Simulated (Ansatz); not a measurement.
Set up this calculation in Ansatz 0.2.0, as the native input.

* Task: density of states
* Functional: PBEsol
* Potentials or basis: all-electron LAPW, scalar-relativistic
* Cutoff: 246 eV (chosen from the basis error)
* Basis error allowed: 0.002 eV/atom
* k mesh: 10 × 10 × 10
* Occupations: fermi-dirac, width 0.05 eV
* Spin: no spin polarisation
* Hubbard terms: Mo d U = 8 eV

Crystal: MoS2.

```xyz
3
Lattice="1.5800 0.9122 6.1500 -1.5800 0.9122 6.1500 0.0000 -1.8244 6.1500" Properties=species:S:1:pos:R:3 pbc="T T T"
Mo    0.0000    0.0000    0.0000
S     0.0000    0.0000    7.6936
S     0.0000    0.0000    4.6125
```

Measurements of this composition are mostly on another form, of space group No. 194.

These files were run (other wordings do the same):

input.yaml

```yaml
crystal:
  lattice:
    - [1.58, 0.9122134253, 6.15]
    - [-1.58, 0.9122134253, 6.15]
    - [0.0, -1.8244268506, 6.15]
  atoms:
    - { symbol: Mo, position: [0.0, 0.0, 0.0] }
    - { symbol: S, position: [0.417, 0.417, 0.417] }
    - { symbol: S, position: [0.25, 0.25, 0.25] }
kpoints:
  mp_grid: { grid: [10, 10, 10] }
scf:
  occupations: { method: fermi_dirac, width: 0.05 }
hamiltonian:
  xc: pbesol
  pseudopotentials: { kind: all_electron, lapw: { basis_error: 0.002 } }
  hubbard:
    sites: [{ species: Mo, l: d, u_eff: 8 }]
    double_counting: fll
    projectors: ortho-atomic
output:
  forces: true
  stress: true
  eigenvalues: true
  dos: { projected: false, de: 0.2, e_range: [-14, 6] }
  hubbard: {}
```

Potentials or basis: all-electron LAPW, scalar-relativistic.

Run with:

```console
$ ansatz run input.yaml --threads 2 --pin off --max-ram 8192MiB --backend cpu --events-out ev --progress --plain --runs-dir out
```

It gave:

- Pressure: 1.8 GPa
- Largest force: 0.195 eV/Å
- Band gap on the k mesh: 0.75 eV, indirect (least direct gap 1.07 eV)

Caveat: U is the effective U less J, on atomic orbitals that reach past the spheres.

It took 2.2 min on 2 threads of Intel(R) Xeon(R) Processor @ 2.50GHz (Skylake/Cascade Lake) (shared host), peak memory 0.61 GiB.
